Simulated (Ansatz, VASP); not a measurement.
## One calculation of CdSe, two programs

```xyz
6
Lattice="4.2879 0.0000 0.0000 -2.1440 3.7135 0.0000 0.0000 0.0000 9.9497" Properties=species:S:1:pos:R:3 pbc="T T T"
Cd   -1.0720    1.8567    1.6583
Cd    1.0720    1.8567    8.2914
Cd    2.1440    0.0000    4.9748
Se    1.0720    1.8567    3.3166
Se    2.1440    0.0000    0.0000
Se   -1.0720    1.8567    6.6331
```

Alike in both runs: functional PBE; k mesh 6 × 6 × 2; occupations gaussian, width 0.1 eV; no spin polarisation.

Ansatz relaxed the structure, and its values are those at the end. VASP's run is a single point on that final structure, the one shown.

|  | VASP | Ansatz |
| --- | --- | --- |
| version | VASP 6.6.1 | Ansatz 0.2.0 |
| potentials or method | VASP PAW PBE potentials, release 64 (Cd, Se) | scalar-relativistic, plane waves, PAW |
| plane-wave cutoff (eV) | 520 | 420 |
| valence electrons in the cell | 54 | 108 |

|  | VASP | Ansatz | Ansatz less VASP |
| --- | --- | --- | --- |
| gap on the k mesh at the Fermi level (eV) | none | none | - |
| pressure (GPa) | 0.3 | 0.0 | -0.29 |

A gap of «none» marks a metal or a gap that the smearing closes. The two sets of potentials don't hold the same shells in valence.
